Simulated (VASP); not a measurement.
# WS2 in VASP: notebook

One slab, WS2, is run at these levels: PBE; tasks: single point.

Everything below comes from runs of VASP 6.6.1. Logs are shortened: lines on timing, memory, paths and dates and some standing lists are left out, and cuts for length are marked.

## Step 1: Starting point

The cell holds a slab with vacuum, 3 atoms: a = 3.180 Å, b = 3.180 Å, c = 18.125 Å, α = 90.00°, β = 90.00°, γ = 120.00°.

## Step 2: Single point, PBE

File INCAR:

```
PREC     = Accurate       # precision mode
ENCUT    = 460            # plane-wave cutoff, eV
EDIFF    = 1E-7           # SCF threshold, eV
ISMEAR   = 0              # smearing method
SIGMA    = 0.05           # smearing width, eV
LREAL    = F              # projectors in reciprocal space
LASPH    = T              # aspherical terms in the spheres
NELM     = 120            # most SCF steps
ALGO     = Normal         # electronic algorithm
ISIF     = 2              # what is computed and relaxed
LWAVE    = F              # write WAVECAR
LCHARG   = F              # write CHGCAR
LDIPOL   = T            
IDIPOL   = 3            
DIPOL    = 0.5 0.5 0.500
GGA      = PE             # functional
NBANDS   = 24             # bands
LVHAR    = T            
LVACPOTAV= T
```

File KPOINTS:

```
regular mesh
0
Gamma
  6 6 1
```

File POSCAR:

```
WS2
1.0
    3.1800000000      0.0000000000      0.0000000000
   -1.5900000000      2.7539607800      0.0000000000
    0.0000000000      0.0000000000     18.1250000000
S W
2 1
Direct
    0.3333333333      0.6666666667      0.4137931034
    0.3333333333      0.6666666667      0.5862068966
    0.6666666667      0.3333333333      0.5000000000
```

Potentials or basis: VASP PAW PBE potentials, release 64 (S, W_sv).

Run with:

```console
$ cat potpaw_PBE.64/S/POTCAR potpaw_PBE.64/W_sv/POTCAR > POTCAR
$ mpirun -np 1 vasp_std > vasp.out
```

OUTCAR:

```text
PREC = Accurate
   ENCUT = 460
   EDIFF = 1E-7
   ISMEAR = 0
   LREAL = F
   LASPH = T
   NELM = 120
   ISIF = 2
   GGA = PE

 Found      7 irreducible k-points:

 Following reciprocal coordinates:
            Coordinates               Weight
  0.000000  0.000000  0.000000      1.000000
  0.166667  0.000000  0.000000      6.000000
  0.333333  0.000000  0.000000      6.000000
  0.500000  0.000000  0.000000      3.000000
  0.166667  0.166667  0.000000      6.000000
  0.333333  0.166667  0.000000     12.000000
   k-points           NKPTS =      7   k-points in BZ     NKDIM =      7   number of bands    NBANDS=     24
   number of dos      NEDOS =    301   number of ions     NIONS =      3
   total plane-waves  NPLWV =  73728
   dimension x,y,z NGX =    24 NGY =   24 NGZ =  128
   dimension x,y,z NGXF=    48 NGYF=   48 NGZF=  256
   ions per type =               2   1
   NGX,Y,Z   is equivalent  to a cutoff of  12.55, 12.55, 11.74 a.u.
   NGXF,Y,Z  is equivalent  to a cutoff of  25.09, 25.09, 23.48 a.u.
 SYSTEM =  unknown system
   PREC   = accura    normal or accurate (medium, high low for compatibility)
   ISTART =      0    job   : 0-new  1-cont  2-samecut
   ICHARG =      2    charge: 1-file 2-atom 10-const
   ISPIN  =      1    spin polarized calculation?
   LNONCOLLINEAR =      F non collinear calculations
   LSORBIT =      F    spin-orbit coupling
   LASPH  =      T    aspherical Exc in radial PAW
   ENCUT  =  460.0 eV  33.81 Ry    5.81 a.u.   5.56  5.56 31.70*2*pi/ulx,y,z
   NELM   =    120;   NELMIN=  2; NELMDL= -5     # of ELM steps
   EDIFF  = 0.1E-06   stopping-criterion for ELM
   LREAL  =      F    real-space projection
   EDIFFG = 0.1E-05   stopping-criterion for IOM
   NSW    =      0    number of steps for IOM
   IBRION =     -1    ionic relax: 0-MD 1-quasi-New 2-CG
   NFREE  =      0    steps in history (QN), initial steepest desc. (CG)
   ISIF   =      2    stress and relaxation
   ISYM   =      2    0-nonsym 1-usesym 2-fastsym
   POTIM  = 0.5000    time-step for ionic-motion
   TEBEG  =    0.0;   TEEND  =   0.0 temperature during run
   PSTRESS=    0.0 pullay stress
   NELECT =      26.0000    total number of electrons
   NUPDOWN=      -1.0000    fix difference up-down
   EMIN   =  10.00;   EMAX   =-10.00  energy-range for DOS
   EFERMI =   0.00;   METHOD = LEGACY
   ISMEAR =     0;   SIGMA  =   0.05  broadening in eV -4-tet -1-fermi 0-gaus
   EFERMI_NEDOS =   21; number of points for ismear=-14 and -15
   IALGO  =     38    algorithm
   IMIX   =      4    mixing-type and parameters
     AMIX     =   0.40;   BMIX     =  1.00
     AMIX_MAG =   1.60;   BMIX_MAG =  1.00
  volume/ion in A,a.u.               =      52.91       357.06
  Fermi-wavevector in a.u.,A,eV,Ry     =   0.895732  1.692689 10.916453  0.802337
  Thomas-Fermi vector in A             =   2.018102
   LORBIT       =      0    0 simple, 1 ext, 2 COOP (PROOUT), +10 PAW based schemes
   GGA     = PE    functional components
   LHFCALC =     F    Hartree Fock is set to
   AEXX    =    0.0000 exact exchange contribution
   IVDW    =     0    specifies the selected vdW correction
   LEPSILON=     F    determine dielectric tensor
   LRPA    =     F    only Hartree local field effects (RPA)
 non-spin polarized calculation
 Gauss-broadening in eV      SIGMA  =   0.05
  energy-cutoff  :      460.00
  volume of cell :      158.73
 maximum number of plane-waves:      3615
 NGX is ok and might be reduce to    24
   NGX = 11   NGY = 11   NGZ = 63

 number of electron      26.0000001 magnetization

 dipolmoment           0.000000      0.000000     -0.000000 electrons x Angstroem

 Free energy of the ion-electron system (eV)
  ---------------------------------------------------
  ext. energy  EPLUGINS =         0.00000000
  ---------------------------------------------------
  free energy    TOTEN  =       -23.66816179 eV

  energy without entropy =      -23.66816179  energy(sigma->0) =      -23.66816179

 E-fermi :  -1.0708     XC(G=0):  -4.2528

 val. band max:       -1.4890377475   @ k =   0.3333   0.3333   0.0000
 cond. band min:       0.3264526014   @ k =   0.3333   0.3333   0.0000
 fundamental gap:      1.8154903489
 Fermi energy:        -1.0707650046

 k-point     1 :       0.0000    0.0000    0.0000
  band No.  band energies     occupation
      1     -75.5027      2.00000
      2     -39.7440      2.00000
      3     -39.5907      2.00000
      4     -39.5907      2.00000
      5     -16.2676      2.00000
      6     -14.6107      2.00000
      7      -7.8635      2.00000
      8      -4.3696      2.00000
      9      -4.3696      2.00000
     10      -3.5908      2.00000
     11      -3.1298      2.00000
     12      -3.1298      2.00000
     13      -1.5164      2.00000
     14       1.4091      0.00000
     15       1.4091      0.00000
     16       1.5823      0.00000
     17       1.5823      0.00000
     18       3.4821      0.00000
     19       3.9258      0.00000
     20       4.0869      0.00000
     21       4.9921      0.00000
     22       6.2611      0.00000
     23       7.2319      0.00000
     24       7.6120      0.00000

 k-point     2 :       0.1667    0.0000    0.0000
  band No.  band energies     occupation
      1     -75.4984      2.00000
      2     -39.7285      2.00000
      3     -39.6761      2.00000
      4     -39.6106      2.00000
      5     -15.8257      2.00000
      6     -14.4512      2.00000
      7      -7.3590      2.00000
      8      -5.3538      2.00000
      9      -4.6637      2.00000
     10      -3.9474      2.00000
     11      -3.7292      2.00000
     12      -2.8940      2.00000
     13      -1.8450      2.00000
     14       0.9061      0.00000
     15       1.2541      0.00000
     16       1.3352      0.00000
     17       2.1218      0.00000
     18       4.2443      0.00000
     19       4.4617      0.00000
     20       5.2539      0.00000
     21       5.9071      0.00000
     22       6.7443      0.00000
     23       7.7060      0.00000
     24       8.3793      0.00000

 k-point     3 :       0.3333    0.0000    0.0000
  band No.  band energies     occupation
      1     -75.4899      2.00000
      2     -39.8433      2.00000
      3     -39.6975      2.00000
      4     -39.6502      2.00000
      5     -14.7910      2.00000
      6     -14.0880      2.00000
      7      -7.2856      2.00000
      8      -6.0090      2.00000
      9      -5.9996      2.00000
     10      -4.5830      2.00000
     11      -3.4049      2.00000
     12      -3.1219      2.00000
     13      -2.6877      2.00000
     14       1.0919      0.00000
     15       1.1311      0.00000
     16       2.1822      0.00000
     17       3.0136      0.00000
     18       5.1802      0.00000
     19       5.7319      0.00000
     20       5.7937      0.00000
     21       6.7803      0.00000
     22       6.8908      0.00000
     23       8.1015      0.00000
     24       8.3088      0.00000

 k-point     4 :       0.5000    0.0000    0.0000
  band No.  band energies     occupation
      1     -75.4857      2.00000
      2     -39.9251      2.00000
      3     -39.6819      2.00000
      4     -39.6699      2.00000
      5     -14.1406      2.00000
      6     -13.8759      2.00000
      7      -7.9894      2.00000
      8      -6.6360      2.00000
      9      -5.9319      2.00000
     10      -4.9206      2.00000
     11      -3.6177      2.00000
     12      -2.7755      2.00000
     13      -2.4158      2.00000
     14       1.3754      0.00000
     15       1.8315      0.00000
     16       2.5905      0.00000
     17       3.2757      0.00000
     18       3.6384      0.00000
     19       6.1913      0.00000
     20       6.4235      0.00000
     21       7.6176      0.00000
     22       8.0292      0.00000
     23       8.6008      0.00000
     24       9.0018      0.00000

 k-point     5 :       0.1667    0.1667    0.0000
  band No.  band energies     occupation
      1     -75.4921      2.00000
      2     -39.7862      2.00000
      3     -39.7053      2.00000
      4     -39.6565      2.00000
      5     -15.0775      2.00000
      6     -14.1818      2.00000
      7      -6.8296      2.00000
      8      -6.1232      2.00000
      9      -5.4631      2.00000
     10      -4.9456      2.00000
     11      -3.7827      2.00000
     12      -2.8540      2.00000
     13      -2.3514      2.00000
     14       0.5652      0.00000
     15       1.3295      0.00000
     16       1.5213      0.00000
     17       3.0991      0.00000
     18       5.2623      0.00000
     19       5.4528      0.00000
     20       6.3642      0.00000
     21       6.6371      0.00000
     22       7.4943      0.00000
     23       8.1329      0.00000
     24       8.2820      0.00000

 k-point     6 :       0.3333    0.1667    0.0000
  band No.  band energies     occupation
      1     -75.4857      2.00000
      2     -39.8834      2.00000
      3     -39.7131      2.00000
      4     -39.6820      2.00000
      5     -14.1636      2.00000
      6     -13.8569      2.00000
      7      -7.4558      2.00000
      8      -6.7341      2.00000
      9      -5.7739      2.00000
     10      -4.9968      2.00000
     11      -4.2967      2.00000
     12      -3.4723      2.00000
     13      -2.1041      2.00000
     14       1.0789      0.00000
     15       1.8056      0.00000
     16       2.2163      0.00000
     17       3.4010      0.00000
     18       4.8269      0.00000
     19       6.7354      0.00000
     20       6.9677      0.00000
     21       7.6803      0.00000
     22       7.9158      0.00000
     23       8.3562      0.00000
     24       8.9633      0.00000

 [... further k-points ...]

------------------------ aborting loop because EDIFF is reached ----------------------------------------

  FORCE on cell =-STRESS in cart. coord.  units (eV):
  Direction    XX          YY          ZZ          XY          YZ          ZX
  --------------------------------------------------------------------------------------
  -------------------------------------------------------------------------------------
  Total        0.4703449      0.4703449      0.6934224      0.0000000     -0.0000000      0.0000000
  in kB        4.7474906      4.7474906      6.9991545      0.0000000     -0.0000000      0.0000000
  external PRESSURE =       5.4980453 kB  Pullay stress =       0.0000000 kB

 VOLUME and BASIS-vectors are now :
 -----------------------------------------------------------------------------
  energy-cutoff  :      460.00
  volume of cell :      158.73
      direct lattice vectors                 reciprocal lattice vectors
     3.180000000  0.000000000  0.000000000     0.314465409  0.181556689  0.000000000
    -1.590000000  2.753960780  0.000000000     0.000000000  0.363113377  0.000000000
     0.000000000  0.000000000 18.125000000     0.000000000  0.000000000  0.055172414

 POSITION                                       TOTAL-FORCE (eV/Angst)
 -----------------------------------------------------------------------------------
     -0.00000      1.83597      7.50000        -0.000000     -0.000000     -0.231697
     -0.00000      1.83597     10.62500        -0.000000      0.000000      0.231697
      1.59000      0.91799      9.06250         0.000000     -0.000000      0.000000
 -----------------------------------------------------------------------------------
    total drift:                                0.000000     -0.000000      0.000000

  FREE ENERGIE OF THE ION-ELECTRON SYSTEM (eV)
  ---------------------------------------------------
  free  energy   TOTEN  =       -23.6681617914 eV

  energy  without entropy=      -23.6681617914  energy(sigma->0) =      -23.66816179

 vacuum level on the upper side and lower side of the slab         4.202         4.202
```

Run time: 25 s. Hardware: 1 thread of Intel Xeon Platinum 8488C (Sapphire Rapids), shared host; peak memory 0.24 GiB.

The run converged, but some of its settings lie outside the range that counts as converged, so its numbers aren't taken as properties of the slab.

Results:

* Free energy: -23.6682 eV
* Largest force: 0.232 eV/Å
* Band gap on the k mesh: 1.82 eV, direct
* Ionisation potential of the upper face: 5.69 eV

Caveat: spin-orbit coupling is left out, which moves the levels of the heavy elements.

[end of part 1 of 3]
